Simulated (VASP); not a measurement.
# Hf (P6_3/mmc) in VASP: a series of runs

The runs below take Hf through relaxation of cell and atoms, with PBE.

All numbers are computed with VASP 6.6.1; they aren't measurements. Logs are shortened: lines on timing, memory, paths and dates and some standing lists are left out, and cuts for length are marked.

## (1) The crystal as given

The structure is hexagonal, space group P6_3/mmc (No. 194). The conventional cell has a = 3.197 Å, b = 3.197 Å, c = 5.058 Å, α = 90.00°, β = 90.00°, γ = 120.00°. Around Hf (site symmetry -6m2) lie 12 Hf at 3.13 to 3.20 Å.

## (2) Relaxation of cell and atoms, PBE

The input, INCAR:

```
SYSTEM = Hf
  PREC = Accurate
  ENCUT = 700
  EDIFF = 1E-7
  ISMEAR = 0
  SIGMA = 0.1
  LREAL = .FALSE.
  LASPH = .TRUE.
  NELM = 60
  ALGO = Fast
  ISIF = 3
  LWAVE = .FALSE.
  LCHARG = .FALSE.
  GGA = PE
  IBRION = 2
  NSW = 80
  EDIFFG = -0.002
```

The input, KPOINTS:

```
Automatic mesh
0
G
  15 15 8
  0 0 0
```

The input, POSCAR:

```
Hf
1.0
    3.1967000000      0.0000000000      0.0000000000
   -1.5983500000      2.7684234100      0.0000000000
    0.0000000000      0.0000000000      5.0578000000
Hf
2
Direct
    0.3333333300      0.6666666700      0.2500000000
    0.6666666700      0.3333333300      0.7500000000
```

Potentials or basis: VASP PAW PBE potentials, release 64 (Hf_pv).

Started as:

```sh
cat potpaw_PBE.64/Hf_pv/POTCAR > POTCAR
mpirun -np 1 vasp_std > vasp.out
```

OUTCAR:

```text
SYSTEM = Hf
   PREC = Accurate
   ENCUT = 700
   EDIFF = 1E-7
   ISMEAR = 0
   LREAL = .FALSE.
   LASPH = .TRUE.
   NELM = 60
   ISIF = 3
   GGA = PE
   IBRION = 2
   NSW = 80
   EDIFFG = -0.002

 ion  position               nearest neighbor table
   1  0.333  0.667  0.250-   2 3.13   2 3.13   2 3.13   2 3.13   2 3.13   2 3.13
   2  0.667  0.333  0.750-   1 3.13   1 3.13   1 3.13   1 3.13   1 3.13   1 3.13

  LATTYP: Found a hexagonal cell.
 ALAT       =     3.1967000000
 C/A-ratio  =     1.5821941377

  Lattice vectors:

 A1 = (   3.1967000000,   0.0000000000,   0.0000000000)
 A2 = (  -1.5983500000,   2.7684234100,   0.0000000000)
 A3 = (   0.0000000000,   0.0000000000,   5.0578000000)

Analysis of symmetry for initial positions (statically):
=====================================================================
 Subroutine PRICEL returns:
 Original cell was already a primitive cell.

 Routine SETGRP: Setting up the symmetry group for a
 hexagonal supercell.

 Subroutine GETGRP returns: Found 24 space group operations
 (whereof 12 operations were pure point group operations)
 out of a pool of 24 trial point group operations.

The static configuration has the point symmetry D_3d.
 The point group associated with its full space group is D_6h.

Analysis of symmetry for dynamics (positions and initial velocities):
=====================================================================
 Subroutine PRICEL returns:
 Original cell was already a primitive cell.

 Routine SETGRP: Setting up the symmetry group for a
 hexagonal supercell.

 Subroutine GETGRP returns: Found 24 space group operations
 (whereof 12 operations were pure point group operations)
 out of a pool of 24 trial point group operations.

The dynamic configuration has the point symmetry D_3d.
 The point group associated with its full space group is D_6h.

 Subroutine INISYM returns: Found 24 space group operations
 (whereof 12 operations are pure point group operations),
 and found     1 'primitive' translations

----------------------------------------------------------------------------------------

                                     Primitive cell

  volume of cell :      44.7606

  direct lattice vectors                    reciprocal lattice vectors
[... 103 lines left out ...]
   EFERMI_NEDOS =   21; number of points for ismear=-14 and -15
   IALGO  =     68    algorithm
   IMIX   =      4    mixing-type and parameters
     AMIX     =   0.40;   BMIX     =  1.00
     AMIX_MAG =   1.60;   BMIX_MAG =  1.00
  volume/ion in A,a.u.               =      22.38       151.03
  Fermi-wavevector in a.u.,A,eV,Ry     =   1.251563  2.365112 21.312311  1.566411
  Thomas-Fermi vector in A             =   2.385505
   LORBIT       =      0    0 simple, 1 ext, 2 COOP (PROOUT), +10 PAW based schemes
   GGA     = PE    functional components
   LHFCALC =     F    Hartree Fock is set to
   AEXX    =    0.0000 exact exchange contribution
   IVDW    =     0    specifies the selected vdW correction
   LEPSILON=     F    determine dielectric tensor
   LRPA    =     F    only Hartree local field effects (RPA)
 conjugate gradient relaxation of ions
 non-spin polarized calculation
 RMM-DIIS sequential band-by-band and
 Gauss-broadening in eV      SIGMA  =   0.10
  energy-cutoff  :      700.00
  volume of cell :       44.76
 maximum number of plane-waves:      1901
 NGX is ok and might be reduce to    28
   NGX = 13   NGY = 13   NGZ = 21

--------------------------------------- Ionic step        1  -------------------------------------------

 number of electron      20.0000002 magnetization

 Free energy of the ion-electron system (eV)
  ---------------------------------------------------
  ext. energy  EPLUGINS =         0.00000000
  ---------------------------------------------------
  free energy    TOTEN  =       -19.85472180 eV

  energy without entropy =      -19.84750885  energy(sigma->0) =      -19.85111533

------------------------ aborting loop because EDIFF is reached ----------------------------------------

  FORCE on cell =-STRESS in cart. coord.  units (eV):
  Direction    XX          YY          ZZ          XY          YZ          ZX
  --------------------------------------------------------------------------------------
  -------------------------------------------------------------------------------------
  Total        0.1081300      0.1081300      0.0603730      0.0000000      0.0000000      0.0000000
  in kB        3.8704422      3.8704422      2.1610111      0.0000000      0.0000000      0.0000000
  external PRESSURE =       3.3006318 kB  Pullay stress =       0.0000000 kB
[... 167 lines left out ...]
--------------------------------------- Ionic step        6  -------------------------------------------

 number of electron      20.0000002 magnetization

 Free energy of the ion-electron system (eV)
  ---------------------------------------------------
  ext. energy  EPLUGINS =         0.00000000
  ---------------------------------------------------
  free energy    TOTEN  =       -19.85488182 eV

  energy without entropy =      -19.84768049  energy(sigma->0) =      -19.85128116

 E-fermi :   4.9035     XC(G=0): -11.2675

 val. band max:        4.8909231205   @ k =   0.1333  -0.0000   0.0000
 cond. band min:       4.9220310610   @ k =   0.1333   0.0667   0.2500
 fundamental gap:      0.0311079405
 Fermi energy:         4.9035224691

 k-point     1 :       0.0000    0.0000    0.0000
  band No.  band energies     occupation
      1     -26.1875      2.00000
      2     -25.4499      2.00000
      3     -25.4499      2.00000
      4     -25.3283      2.00000
      5     -25.3226      2.00000
      6     -25.3226      2.00000
      7      -2.4749      2.00000
      8       1.2003      2.00000
      9       5.5347      0.00000
     10       6.0719      0.00000
     11       6.0719      0.00000
     12       6.3629      0.00000
     13       6.8930      0.00000
     14       6.8930      0.00000
[... 377 lines left out ...]
      1     -25.9523      2.00000
      2     -25.8103      2.00000
      3     -25.7672      2.00000
      4     -25.7207      2.00000
      5     -25.5943      2.00000
      6     -25.5365      2.00000
      7       2.3136      2.00000
      8       2.7562      2.00000
      9       2.9375      2.00000
     10       3.6577      2.00000
     11       5.2916      0.00000
     12       5.5421      0.00000
     13       6.7525      0.00000
     14       9.9482      0.00000

 [... further k-points ...]
[... 5 lines left out ...]
  --------------------------------------------------------------------------------------
  -------------------------------------------------------------------------------------
  Total       -0.0008015     -0.0008015     -0.0023075      0.0000000      0.0000000      0.0000000
  in kB       -0.0286006     -0.0286006     -0.0823413      0.0000000      0.0000000      0.0000000
  external PRESSURE =      -0.0465142 kB  Pullay stress =       0.0000000 kB
[... 17 lines left out ...]
  FREE ENERGIE OF THE ION-ELECTRON SYSTEM (eV)
  ---------------------------------------------------
  free  energy   TOTEN  =       -19.8548818241 eV

  energy  without entropy=      -19.8476804870  energy(sigma->0) =      -19.85128116

 reached required accuracy - stopping structural energy minimisation
```

CONTCAR:

```text
Hf
   1.00000000000000
     3.2015265435993649    0.0000000000000000    0.0000000000000000
    -1.6007632717996825    2.7726033193773274    0.0000000000000000
     0.0000000000000000   -0.0000000000000000    5.0581050156521501
  Hf
     2
Direct
     0.3333333300000021    0.6666666699999979    0.2500000000000000
     0.6666666699999979    0.3333333300000021    0.7500000000000000

  0.00000000E+00  0.00000000E+00  0.00000000E+00
  0.00000000E+00  0.00000000E+00  0.00000000E+00
```

Run time: 2.5 min. Hardware: 1 thread of Intel Xeon 6975P-C (Granite Rapids), shared host; peak memory 0.28 GiB.

What came out:

| Item | Value |
| --- | --- |
| Free energy | -19.8549 eV |
| Relaxed volume | 22.45 Å³/atom |
| Relaxed cell | a = 3.202 Å, b = 3.202 Å, c = 5.058 Å, α = 90.00°, β = 90.00°, γ = 120.00° |
| Space group after relaxing (to 0.05 Å) | P6_3/mmc (No. 194) |
| Energy gained by relaxing | 0.1 meV/atom |
| Ionic steps | 6 |
| Pressure after relaxing | 0.0 GPa |
| Band gap on the k mesh | none (metal or under the smearing width) |

The path:
```
step  energy change (eV)  largest force (eV/Å)  pressure (GPa)  volume (Å³)
   1              0.0000                0.0000            0.33        44.76
   2              0.0000                0.0000           -0.40        45.06
   3             -0.0002                0.0000            0.00        44.90
   4             -0.0002                0.0000           -0.02        44.90
   5             -0.0002                0.0000           -0.01        44.90
   6             -0.0002                0.0000            0.00        44.90
```

Final structure:
```yaml
crystal:
  lattice:
    - [3.20153, 0.00000, 0.00000]
    - [-1.60076, 2.77260, 0.00000]
    - [0.00000, 0.00000, 5.05811]
  atoms:
    - { symbol: Hf, position: [0.33333, 0.66667, 0.25000] }
    - { symbol: Hf, position: [0.66667, 0.33333, 0.75000] }
```

## (3) Relaxation of cell and atoms, PBE

This run uses another cell than the first one, of 22.45 Å³/atom, 1.003 times its volume.

INCAR is that of step 2.

KPOINTS is that of step 2.

The input, POSCAR:

```
Hf                                      
1.0
    3.2015265436      0.0000000000      0.0000000000
   -1.6007632718      2.7726033194      0.0000000000
    0.0000000000     -0.0000000000      5.0581050157
  Hf            
     2
Direct
     0.3333333300000021    0.6666666699999979    0.2500000000000000
     0.6666666699999979    0.3333333300000021    0.7500000000000000
```

Potentials or basis: VASP PAW PBE potentials, release 64 (Hf_pv).

Started as:

```sh
cat potpaw_PBE.64/Hf_pv/POTCAR > POTCAR
mpirun -np 1 vasp_std > vasp.out
```

It took 51 s on 1 thread of Intel Xeon 6975P-C (Granite Rapids), shared host; peak memory 0.27 GiB.

Results (log left out):

| Item | Value |
| --- | --- |
| Free energy | -19.8549 eV |
| Pressure after relaxing | 0.0 GPa |
| Band gap on the k mesh | none (metal or under the smearing width) |

Final structure:
```cif
data_structure
_symmetry_space_group_name_H-M 'P 1'
_symmetry_Int_Tables_number 1
_cell_length_a 3.2015
_cell_length_b 3.2015
_cell_length_c 5.0581
_cell_angle_alpha 90.000
_cell_angle_beta 90.000
_cell_angle_gamma 120.000
_cell_volume 44.90
loop_
_atom_site_label
_atom_site_type_symbol
_atom_site_fract_x
_atom_site_fract_y
_atom_site_fract_z
_atom_site_occupancy
Hf1 Hf 0.33333 0.66667 0.25000 1
Hf2 Hf 0.66667 0.33333 0.75000 1
```

Levels at points of the mesh, in eV from the Fermi level:
```csv
k point,band 8,band 9,band 10,band 11,band 12,band 13
"(0.00, 0.00, 0.00)",-3.70,0.63,1.17,1.17,1.46,1.99
"(0.00, 0.00, 0.50)",-5.40,0.14,0.14,1.06,1.06,1.06
```

Caveat: the relaxation stopped at its first step, so nothing moved. The run has no spin-orbit coupling, so splittings on Hf are missing.
